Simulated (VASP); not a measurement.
All values below come from PBE GGA, VASP's PBE PAW potentials (set 64) (plane waves; VASP).

Input for VASP

### INCAR
```
SYSTEM = Li3N
PREC = Accurate
ENCUT = 400
EDIFF = 1E-6
NELM = 100
ALGO = Normal
LREAL = .FALSE.
LASPH = .TRUE.
ISMEAR = 0
SIGMA = 0.01
GGA = PE
LWAVE = .FALSE.
LCHARG = .FALSE.
ISIF = 2
```

File POSCAR:
```
Li3N
3.6285010
  1.0000000000   0.0000000000   0.0000000000
 -0.4999998622   0.8660253918   0.0000000000
  0.0000000000   0.0000000000   1.0678470255
Li N
3 1
direct
  0.0000000000   0.0000000000   0.5000000000
  0.3333330000   0.6666670000   0.0000000000
  0.6666670000   0.3333330000   0.0000000000
  0.0000000000   0.0000000000   0.0000000000
```

KPOINTS:
```
Automatic mesh
0
Gamma
2 2 2
0.5 0.5 0.5
```

POTCAR, in this order: Li_sv N (PBE.64 set). Program: vasp_std.

Output

OUTCAR:
```
 ion  position               nearest neighbor table
   1  0.000  0.000  0.500-   4 1.94   4 1.94
   2  0.333  0.667  0.000-   4 2.09   3 2.09   3 2.09   4 2.09   4 2.09   3 2.09
   3  0.667  0.333  0.000-   4 2.09   2 2.09   2 2.09   4 2.09   4 2.09   2 2.09
   4  0.000  0.000  0.000-   1 1.94   1 1.94   3 2.09   2 2.09   2 2.09   3 2.09   3 2.09   2 2.09
  LATTYP: Found a hexagonal cell.
 ALAT       =     3.6285010000
 C/A-ratio  =     1.0678470255
 Subroutine PRICEL returns:
 Original cell was already a primitive cell.
 Subroutine GETGRP returns: Found 24 space group operations
The static configuration has the point symmetry D_6h.
The dynamic configuration has the point symmetry D_6h.
 Subroutine INISYM returns: Found 24 space group operations
 Subroutine IBZKPT returns following result:
 Found      2 irreducible k-points:

 Following reciprocal coordinates:
            Coordinates               Weight
  0.250000  0.250000  0.250000     12.000000
 -0.250000  0.250000  0.250000     12.000000
   k-points           NKPTS =      2   k-points in BZ     NKDIM =      2   number of bands    NBANDS=     11
   number of dos      NEDOS =    301   number of ions     NIONS =      4
   total plane-waves  NPLWV =  16128
   dimension x,y,z NGX =    24 NGY =   24 NGZ =   28
   dimension x,y,z NGXF=    48 NGYF=   48 NGZF=   56
   ions per type =               3   1
   PREC   = accura    normal or accurate (medium, high low for compatibility)
   ISTART =      0    job   : 0-new  1-cont  2-samecut
   ICHARG =      2    charge: 1-file 2-atom 10-const
   ISPIN  =      1    spin polarized calculation?
   LNONCOLLINEAR =      F non collinear calculations
   LSORBIT =      F    spin-orbit coupling
   INIWAV =      1    electr: 0-lowe 1-rand  2-diag
   ENCUT  =  400.0 eV  29.40 Ry    5.42 a.u.   5.92  5.92  6.32*2*pi/ulx,y,z
   NELM   =    100;   NELMIN=  2; NELMDL= -5     # of ELM steps
   EDIFF  = 0.1E-05   stopping-criterion for ELM
   LREAL  =      F    real-space projection
   NLSPLINE    = F    spline interpolate recip. space projectors
   LMAXMIX     =    2 max onsite mixed and CHGCAR
   VOSKOWN=      0    Vosko Wilk Nusair interpolation
   EDIFFG = 0.1E-04   stopping-criterion for IOM
   NSW    =      0    number of steps for IOM
   NBLOCK =      1;   KBLOCK =      1    inner block; outer block
   IBRION =     -1    ionic relax: 0-MD 1-quasi-New 2-CG
   NFREE  =      0    steps in history (QN), initial steepest desc. (CG)
   ISIF   =      2    stress and relaxation
   ISYM   =      2    0-nonsym 1-usesym 2-fastsym
   TEIN   =    0.0    initial temperature
   TEBEG  =    0.0;   TEEND  =   0.0 temperature during run
   SMASS  =  -3.00    Nose mass-parameter (am)
   PSTRESS=    0.0 pullay stress
   NELECT =      14.0000    total number of electrons
   EFERMI =   0.00;   METHOD = LEGACY
   ISMEAR =     0;   SIGMA  =   0.01  broadening in eV -4-tet -1-fermi 0-gaus
   IALGO  =     38    algorithm
   LDIAG  =      T    sub-space diagonalisation (order eigenvalues)
   IMIX   =      4    mixing-type and parameters
     AMIX     =   0.40;   BMIX     =  1.00
     AMIX_MAG =   1.60;   BMIX_MAG =  1.00
     AMIN     =   0.10
   GGA     = PE    functional components
   VOSKOWN =     0    Vosko Wilk Nusair interpolation
   LHFCALC =     F    Hartree Fock is set to
   LHFONE  =     F    Hartree Fock one center treatment
   AEXX    =    0.0000 exact exchange contribution
   IVDW    =     0    specifies the selected vdW correction
   LEPSILON=     F    determine dielectric tensor
   LRPA    =     F    only Hartree local field effects (RPA)
  energy-cutoff  :      400.00
  volume of cell :       44.18
      direct lattice vectors                 reciprocal lattice vectors
     3.628501000  0.000000000  0.000000000     0.275595900  0.159115326  0.000000000
    -1.814250000  3.142374000  0.000000000     0.000000000  0.318230739  0.000000000
     0.000000000  0.000000000  3.874684000     0.000000000  0.000000000  0.258085563
...
```

### OSZICAR
```
       N       E                     dE             d eps       ncg     rms          rms(c)
DAV:   1     0.558522016271E+02    0.55852E+02   -0.59425E+03    44   0.117E+03
DAV:   2    -0.104608957201E+02   -0.66313E+02   -0.60743E+02    55   0.232E+02
DAV:   3    -0.193067282301E+02   -0.88458E+01   -0.87954E+01    72   0.750E+01
DAV:   4    -0.199198284567E+02   -0.61310E+00   -0.61271E+00    66   0.176E+01
DAV:   5    -0.199243147336E+02   -0.44863E-02   -0.44860E-02    64   0.197E+00    0.985E+00
DAV:   6    -0.160455562299E+02    0.38788E+01   -0.24732E+01    47   0.227E+01    0.469E+00
DAV:   7    -0.158808694237E+02    0.16469E+00   -0.18373E+00    72   0.758E+00    0.230E+00
DAV:   8    -0.158021249651E+02    0.78744E-01   -0.34165E-01    56   0.453E+00    0.108E+00
DAV:   9    -0.157948844629E+02    0.72405E-02   -0.34611E-02    53   0.123E+00    0.351E-01
DAV:  10    -0.157959227607E+02   -0.10383E-02   -0.39649E-03    53   0.349E-01    0.852E-02
DAV:  11    -0.157957170006E+02    0.20576E-03   -0.14604E-03    56   0.176E-01    0.298E-02
DAV:  12    -0.157957334095E+02   -0.16409E-04   -0.13654E-04    64   0.731E-02    0.135E-02
DAV:  13    -0.157957273343E+02    0.60752E-05   -0.27406E-05    56   0.292E-02    0.174E-03
DAV:  14    -0.157957276560E+02   -0.32171E-06   -0.15659E-06    39   0.944E-03
   1 F= -.15795728E+02 E0= -.15795728E+02  d E =-.424712-138
```

### OUTCAR
```
------------------------ aborting loop because EDIFF is reached ----------------------------------------
  FORCE on cell =-STRESS in cart. coord.  units (eV):
  Direction    XX          YY          ZZ          XY          YZ          ZX
  --------------------------------------------------------------------------------------
  Total       -1.7186214     -1.7186214     -1.9717444     -0.0000003      0.0000000      0.0000000
  in kB      -62.3260197    -62.3260180    -71.5055558     -0.0000099      0.0000000      0.0000000
  external PRESSURE =     -65.3858645 kB  Pullay stress =       0.0000000 kB
  volume of cell :       44.18
      direct lattice vectors                 reciprocal lattice vectors
     3.628501000  0.000000000  0.000000000     0.275595900  0.159115326  0.000000000
    -1.814250000  3.142374000  0.000000000     0.000000000  0.318230739  0.000000000
     0.000000000  0.000000000  3.874684000     0.000000000  0.000000000  0.258085563
 POSITION                                       TOTAL-FORCE (eV/Angst)
 -----------------------------------------------------------------------------------
      0.00000      0.00000      1.93734        -0.000000      0.000000      0.000000
     -0.00000      2.09492      0.00000        -0.000000     -0.000000      0.000000
      1.81425      1.04746      0.00000         0.000000      0.000000      0.000000
      0.00000      0.00000      0.00000        -0.000000      0.000000      0.000000
 -----------------------------------------------------------------------------------
    total drift:                                0.000000     -0.000000      0.000000
  FREE ENERGIE OF THE ION-ELECTRON SYSTEM (eV)
  ---------------------------------------------------
  free  energy   TOTEN  =       -15.7957276560 eV

  energy  without entropy=      -15.7957276560  energy(sigma->0) =      -15.79572766
```
(Selected blocks of OUTCAR.)

File OUTCAR:
```
 val. band max:        0.6839951555   @ k =  -0.2500   0.2500   0.2500

 cond. band min:       4.1674968240   @ k =  -0.2500   0.2500   0.2500


 Fermi energy:         0.8608403998

 k-point     1 :       0.2500    0.2500    0.2500
  band No.  band energies     occupation
      1     -43.1409      2.00000
      2     -43.0252      2.00000
      3     -42.7910      2.00000
      4     -10.1171      2.00000
      5      -0.4078      2.00000
      6       0.0391      2.00000
      7       0.6315      2.00000
      8       4.2962      0.00000
      9       6.2677      0.00000
     10       8.9642      0.00000
     11      11.2722      0.00000

 k-point     2 :      -0.2500    0.2500    0.2500
  band No.  band energies     occupation
      1     -43.2136      2.00000
      2     -42.9540      2.00000
      3     -42.7911      2.00000
      4     -10.1460      2.00000
      5      -0.4567      2.00000
      6       0.4061      2.00000
      7       0.6840      2.00000
      8       4.1675      0.00000
      9       7.9241      0.00000
     10       9.7413      0.00000
     11      10.1727      0.00000
```

At this cut-off the stress carries a Pulay error, which pulls relaxed volumes low.

The structure comes from a computed database's Li3N entry; how it stands against other phases isn't given here. The cell was not relaxed at this level. The k-mesh is coarse (spacing up to 1.00 per Å, 2π included), so the numbers may not be converged in it. The run is one of a series of settings (KPOINTS 2×2×2 Γ-centred mesh shifted by (0.5, 0.5, 0.5) against the base run), some of them coarse on purpose.
